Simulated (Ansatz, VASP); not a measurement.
Pd in VASP and in Ansatz

```xyz
1
Lattice="-1.5723 1.5723 1.5723 1.5723 -1.5723 1.5723 1.5723 1.5723 -1.5723" Properties=species:S:1:pos:R:3 pbc="T T T"
Pd    0.0000    0.0000    0.0000
```

This isn't the form of Pd at room conditions, which is fcc.

Alike in both runs: functional PBEsol; dispersion D4; k mesh 12 × 12 × 12; occupations fermi-dirac, width 0.02 eV; no spin polarisation.

```csv
,VASP,Ansatz
version,VASP 6.6.1,Ansatz 0.2.0
potentials or method,"VASP PAW PBE potentials, release 64 (Pd), cutoff 520 eV",all-electron PAW datasets made for the crystal
task,single point,electron localisation function
```

VASP gave:

| Property | Result |
| --- | --- |
| gap on the k mesh at the Fermi level (eV) | none |
| pressure (GPa) | -12.9 |
| dispersion energy (meV/atom) | -272.9 |

What did Ansatz give for the same quantities?

gap on the k mesh at the Fermi level (eV): none; pressure (GPa): -12.8; dispersion energy (meV/atom): -273.0.

A gap of «none» marks a metal or a gap that the smearing closes. Ansatz ran all-electron here, so the differences hold the error of VASP's frozen core and of both bases.

Caveats: pairwise dispersion overbinds metals, which lowers pressure and volume; the PAW data sets were made with another functional, which shifts forces and pressure a little (VASP).
